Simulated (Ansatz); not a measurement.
Crystal: Ru.

```
Ru
1.0
     2.70580    0.00000    0.00000
    -1.35290    2.34329    0.00000
     0.00000    0.00000    4.28190
Ru
2
Direct
  0.66667 0.33333 0.75000
  0.33333 0.66667 0.25000
```

```yaml
Program: Ansatz 0.2.0
Task: relaxation of cell and atoms
Functional: BLYP
Dispersion: D4
Potentials_or_basis: Ansatz PAW
Cutoff: "420 eV (not typed: the program's choice for these potentials)"
k_mesh: 11 × 11 × 6
Occupations: fermi-dirac, width 0.05 eV
Spin: no spin polarisation
```

At the start: volume 13.57 Å³/atom.

Task: How do energy, volume and symmetry change on relaxing?

Result: It ends after 5 steps and the volume is 13.87 Å³/atom (+2.2 %); space group P6_3/mmc (No. 194, to 0.05 Å).

Step by step:
| step | energy change (eV) | largest force (eV/Å) | volume (Å³) |
| --- | --- | --- | --- |
| 1 | 0.0000 | 0.0000 | 27.15 |
| 2 | 0.0003 | 0.0000 | 28.37 |
| 3 | -0.0125 | 0.0000 | 27.78 |
| 4 | -0.0125 | 0.0000 | 27.75 |
| 5 | -0.0127 | 0.0000 | 27.75 |

Final structure:
```
Ru
1.0
     2.72664    0.00000    0.00000
    -1.36332    2.36134    0.00000
     0.00000    0.00000    4.30966
Ru
2
Cartesian
  1.3633 0.7871 3.2322
  0.0000 1.5742 1.0774
```

Caveat: the plane-wave basis is chosen anew once the cell has moved, so the energies of steps on either side of that aren't comparable; pairwise dispersion overbinds metals, which lowers pressure and volume; the PAW data sets come from PBE, with cores solved anew for the run's functional, which leaves a small shift of forces and pressure.
